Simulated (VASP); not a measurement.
Energy against volume of AlSb (zinc blende). Computed with HSEsol screened hybrid, VASP's PBE PAW potentials (set 64) (plane waves; VASP). Settings: 520 eV cut-off, 6×6×6 Γ-centred mesh, Gaussian smearing of 0.050 eV, potentials Al Sb.

| V (Å³/atom) | E (eV/atom) |
|---|---|
| 28.439 | -5.13163 |
| 29.347 | -5.12818 |
| 30.255 | -5.11522 |
| 31.162 | -5.09405 |

**Question.** Fit these four points and predict the energy of the run at 27.532 Å³/atom.

**Answer.** A cubic in V^(−2/3), the third-order Birch-Murnaghan form, passes through the four points with V0 = 28.59 Å³/atom and B0 = 59 GPa, and gives -5.1241 eV/atom there. The run gave -5.1238 eV/atom, +0.3 meV/atom from the fit; all five points give B0 = 61 GPa.

The compound is AlSb in the zinc blende structure. It was relaxed first. The cell's shape comes from a PBE relaxation.
